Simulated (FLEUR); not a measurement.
# Al2O3 (P-3m1) in FLEUR: single point with PBE

Aim: the single point of Al2O3 with PBE.

All numbers are computed with FLEUR MaX-R8.1 (later development tree); they aren't measurements. Logs are shortened: lines on timing, memory, paths and dates and some standing lists are left out, and cuts for length are marked.

## 1. The structure

The structure is trigonal, space group P-3m1 (No. 164). The conventional cell has a = 3.017 Å, b = 3.017 Å, c = 7.575 Å, α = 90.00°, β = 90.00°, γ = 120.00°. Around Al (site symmetry 3m) lie 4 O at 1.68 to 1.84 Å. Around O (site symmetry -3m) lie 2 Al at 1.68 Å. O (site symmetry 3m) is surrounded by 3 Al at 1.84 Å.

Measurements of this composition are mostly on another form, of space group No. 167.

## 2. Single point, PBE

The input, inp.xml:

```xml
<?xml version="1.0" encoding="UTF-8" standalone="no"?>
<fleurInput fleurInputVersion="0.39">
   <comment>
      Al2O3                                                                                               
   </comment>
   <calculationSetup>
      <cutoffs Kmax="6.3" Gmax="19.5" GmaxXC="19.5" numbands="0"/>
      <scfLoop itmax="60" minDistance="0.00001" maxIterBroyd="15" imix="Anderson" alpha="0.05" precondParam="0.0" spinf="2.0" sdNocoIR="T"/>
      <coreElectrons ctail="T" frcor="F" kcrel="0" coretail_lmax="0"/>
      <xcFunctional name="pbe" relativisticCorrections="F"/>
      <magnetism jspins="1"/>
      <soc l_soc="F" theta="0.0" phi="0.0" spav="F"/>
      <expertModes spex="0" secvar="F"/>
      <geometryOptimization l_f="T" forcealpha="1.0" forcemix="BFGS" epsdisp="0.0005" epsforce="0.0002"/>
      <ldaU l_linMix="F" mixParam="0.05" spinf="1.0"/>
   </calculationSetup>
   <cell>
      <bzIntegration valenceElectrons="40.0" mode="hist" fermiSmearingEnergy="0.00183747">
         <kPointListSelection listName="default-1"/>
         <!-- k-points included here -->
         <xi:include xmlns:xi="http://www.w3.org/2001/XInclude" href="kpts.xml"> </xi:include>
      </bzIntegration>
      <!-- symmetry operations included here -->
      <xi:include xmlns:xi="http://www.w3.org/2001/XInclude" href="sym.xml"> </xi:include>
      <bulkLattice scale="1.0">
         <bravaisMatrix>
            <row-1>    5.7022155939212684     0.0000000000000000     0.0000000000000000</row-1>
            <row-2>   -2.8511077969606342     4.9382635622292046     0.0000000000000000</row-2>
            <row-3>    0.0000000000000000     0.0000000000000000    14.3139875376930430</row-3>
         </bravaisMatrix>
      </bulkLattice>
   </cell>
   <atomSpecies>
      <species name="Aluminum (Al)" element="Al" atomicNumber="13">
         <mtSphere radius="1.55" gridPoints="523" logIncrement="0.021"/>
         <atomicCutoffs lmax="8" lnonsphr="8"/>
         <electronConfig flipSpins="F">
            <coreConfig>(1s1/2)</coreConfig>
            <valenceConfig>(2s1/2) (2p1/2) (2p3/2) (3s1/2) (3p1/2) (3p3/2)</valenceConfig>
            <stateOccupation state="(3p1/2)" spinUp="0.166667" spinDown="0.166667"/>
            <stateOccupation state="(3p3/2)" spinUp="0.333333" spinDown="0.333333"/>
         </electronConfig>
         <energyParameters s="3" p="3" d="3" f="4"/>
         <lo type="SCLO" l="0" n="2" eDeriv="0"/>
         <lo type="SCLO" l="1" n="2" eDeriv="0"/>
         <lo type="SCLO" l="2" n="3" eDeriv="2"/>
         <lo type="SCLO" l="3" n="4" eDeriv="2"/>
      </species>
      <species name="Oxygen (O)" element="O" atomicNumber="8">
         <mtSphere radius="1.34" gridPoints="453" logIncrement="0.023"/>
         <atomicCutoffs lmax="8" lnonsphr="8"/>
         <electronConfig flipSpins="F">
            <coreConfig>(1s1/2)</coreConfig>
            <valenceConfig>(2s1/2) (2p1/2) (2p3/2)</valenceConfig>
            <stateOccupation state="(2p1/2)" spinUp="0.666667" spinDown="0.666667"/>
            <stateOccupation state="(2p3/2)" spinUp="1.333333" spinDown="1.333333"/>
         </electronConfig>
         <energyParameters s="2" p="2" d="3" f="4"/>
         <lo type="SCLO" l="0" n="2" eDeriv="2"/>
         <lo type="SCLO" l="1" n="2" eDeriv="2"/>
         <lo type="SCLO" l="2" n="3" eDeriv="2"/>
      </species>
   </atomSpecies>
   <atomGroups>
      <atomGroup species="Aluminum (Al)">
         <relPos label="                   1">.0000000000 .0000000000 -.2779510000</relPos>
         <relPos label="                   2">.0000000000 .0000000000 .2779510000</relPos>
         <force calculate="T" relaxXYZ="TTT"/>
      </atomGroup>
      <atomGroup species="Oxygen (O)">
         <relPos label="                   3">.0000000000 .0000000000 1.000/2.000</relPos>
         <force calculate="T" relaxXYZ="TTT"/>
      </atomGroup>
      <atomGroup species="Oxygen (O)">
         <relPos label="                   4">-1.000/3.000 1.000/3.000 -.1994540000</relPos>
         <relPos label="                   5">1.000/3.000 -1.000/3.000 .1994540000</relPos>
         <force calculate="T" relaxXYZ="TTT"/>
      </atomGroup>
   </atomGroups>
   <output dos="F" band="F" slice="F">
      <checks vchk="F" cdinf="F"/>
      <bandDOS minEnergy="-.5*Htr" maxEnergy="0.5*Htr" sigma="0.015" storeEVData="T"/>
      <vacuumDOS vacdos="F" integ="F" star="F" nstars="0" locx1="0.0" locy1="0.0" locx2="0.0" locy2="0.0" nstm="0" tworkf="0.0"/>
      <unfoldingBand unfoldBand="F" supercellX="1" supercellY="1" supercellZ="1"/>
      <plotting iplot="0" polar="F">
         <plot TwoD="T" vec1="  1.0  0.0  0.0" vec2="  0.0  1.0  0.0" vec3="  0.0  0.0  1.0" zero="  0.0  0.0  0.0" file="plot"/>
      </plotting>
      <chargeDensitySlicing numkpt="0" minEigenval="0.0" maxEigenval="0.0" nnne="0" pallst="F"/>
      <specialOutput eonly="F"/>
      <moessbauerParams electricFieldGradient="T" isomerShift="T" coreHyperfine="T" valenceHyperfine="T"/>
      <magneticCircularDichroism mcd="F" energyLo="-10.0" energyUp="0.0"/>
   </output>
  <!-- We include the file relax.xml here to enable relaxations (see documentation) -->
  <xi:include xmlns:xi="http://www.w3.org/2001/XInclude" href="relax.xml"> <xi:fallback/> </xi:include>
</fleurInput>
```

The input, crystal.txt:

```
Al2O3
&input cartesian=F /
3.0174825440  0.0000000000  0.0000000000
-1.5087412720  2.6132165386  0.0000000000
0.0000000000  0.0000000000  7.5746360022
1.8897261246
1.0 1.0 1.0

5
13 0.0000000000  0.0000000000  0.7220490000
13 0.0000000000  0.0000000000  0.2779510000
8 0.0000000000  0.0000000000  0.5000000000
8 0.6666666667  0.3333333333  0.8005460000
8 0.3333333333  0.6666666667  0.1994540000

&kpt div1=10 div2=10 div3=4 gamma=T /
```

Potentials or basis: all-electron, FLAPW.

On the command line:

```sh
inpgen -f crystal.txt -profile fastHighL
# inp.xml edited to the form shown
mpirun -n 4 fleur_MPI -pe_per_kpt 1
```

Output:

```text
Welcome to FLEUR        (www.flapw.de)
      MaX-Release 8.1          (www.max-centre.eu)

 ========== k-point set info ==========
 Selected k-point list: default-1
 k-point list type: mesh
 10 x 10 x 4
 Number of k points: 50

 ------------Calculation Setup---------------------------
 Number of MPI-tasks      :            4
 Number of PE/node        :            4
 Number of OMP-threads    :            1
 Using exactly            1  PE per kpt
 Using exactly            1  PE per kpt
 Using exactly            1  PE per kpt
 k-points in parallel     :            4
 pe's per k-point         :            1
 No of k-point loops      :           12
 Info/Warning             : your k-point parallelism is not fully load-balanced
 Using exactly            1  PE per kpt
 Eigenvalue solver        :       lapack
 Number of basis functions:         1862
 Approximate size of matrices (H+S) per k-point:         0.052 GB
 --------------------------------------------------------
 Iteration:     1   Distance:      26.86286881 me/bohr^3
 Iteration:     2   Distance:      23.16006505 me/bohr^3
 Iteration:     3   Distance:       7.89299351 me/bohr^3
 Iteration:     4   Distance:       6.20038489 me/bohr^3
 Iteration:     5   Distance:       1.24966105 me/bohr^3
 Iteration:     6   Distance:       0.81692374 me/bohr^3
 Iteration:     7   Distance:       0.34805209 me/bohr^3
 Iteration:     8   Distance:       0.15480764 me/bohr^3
 Iteration:     9   Distance:       0.12315831 me/bohr^3
 Iteration:    10   Distance:       0.03544068 me/bohr^3
 Iteration:    11   Distance:       0.02890785 me/bohr^3
 Iteration:    12   Distance:       0.00585479 me/bohr^3
 Iteration:    13   Distance:       0.00367225 me/bohr^3
 Iteration:    14   Distance:       0.00060231 me/bohr^3
 Iteration:    15   Distance:       0.00013385 me/bohr^3
 Iteration:    16   Distance:       0.00011143 me/bohr^3
 Iteration:    17   Distance:       0.00003736 me/bohr^3
 Iteration:    18   Distance:       0.00001137 me/bohr^3
 Iteration:    19   Distance:       0.00000379 me/bohr^3

 Reset of history

 ********************************************************************
 Run finished successfully
 Stop message:
   Structural relaxation: new displacements generated
 ********************************************************************
```

It took 7.7 min on 4 MPI ranks of Arm Neoverse V2, shared host.

Results:

```yaml
Free_energy: -19366.4821 eV
Largest_force: 0.102 eV/Å
Band_gap_on_the_k_mesh: 2.33 eV, direct
Valence_electrons_inside_the_program's_atomic_spheres: Al 8.29; O 4.38, 4.34 (radii Al 1.55, O 1.34 bohr)
```

Forces on the atoms (eV/Å):
```
Al   0.000  0.000 -0.088
Al   0.000  0.000  0.088
O    0.000  0.000  0.000
O    0.000  0.000 -0.102
O    0.000  0.000  0.102
```

Levels at points of the mesh, in eV from the valence-band top:
```csv
k point,band 16,band 17,band 18,band 19,band 20,band 21,band 22,band 23,band 24,band 25
"(0.00, 0.00, 0.00)",-3.67,-3.67,-2.33,0.00,0.00,2.33,4.33,7.39,10.57,10.65
"(0.00, 0.00, 0.50)",-3.67,-3.63,-3.08,0.00,0.00,3.28,3.37,8.16,8.80,12.00
"(0.00, 0.50, 0.00)",-4.25,-3.54,-3.08,-1.74,-0.48,4.65,6.25,8.22,8.99,9.69
"(0.00, 0.50, 0.50)",-4.30,-3.42,-3.31,-1.67,-0.48,5.08,5.66,8.13,8.70,10.41
```

Core levels (eV from the Fermi level):
| atom | levels |
| --- | --- |
| 1 Al | 1s1/2 -1504.7 |
| 2 Al | 1s1/2 -1504.7 |
| 3 O | 1s1/2 -503.1 |
| 4 O | 1s1/2 -505.6 |
| 5 O | 1s1/2 -505.6 |
